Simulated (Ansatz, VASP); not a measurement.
## W: VASP beside Ansatz

```
W
1.0
     2.62899    0.00000    0.00000
     0.00000    2.62899    0.00000
     0.00000    0.00000    2.62899
W
1
Direct
  0.00000 0.00000 0.00000
```

Alike in both runs: functional PBE; k mesh 6 × 6 × 6; occupations gaussian, width 0.1 eV; no spin polarisation.

Ansatz relaxed the structure, and its values are those at the end. VASP's run is a single point on that final structure, the one shown.

```csv
,VASP,Ansatz
version,VASP 6.6.1,Ansatz 0.2.0
potentials or method,"VASP PAW PBE potentials, release 64 (W_sv)","scalar-relativistic, plane waves, PAW"
plane-wave cutoff (eV),520,420
valence electrons in the cell,14,14
```

```tsv
	VASP	Ansatz	Ansatz less VASP
gap on the k mesh at the Fermi level (eV)	none	none	-
pressure (GPa)	0.7	0.1	-0.61
```

A gap of «none» marks a metal or a gap that the smearing closes. The functional is the same, so the differences come from potentials, cutoffs and numerics.

Caveats: the k mesh is coarse (spacing up to 0.40 Å⁻¹), so the values aren't converged. The runs have no spin-orbit coupling, so splittings on W are missing.
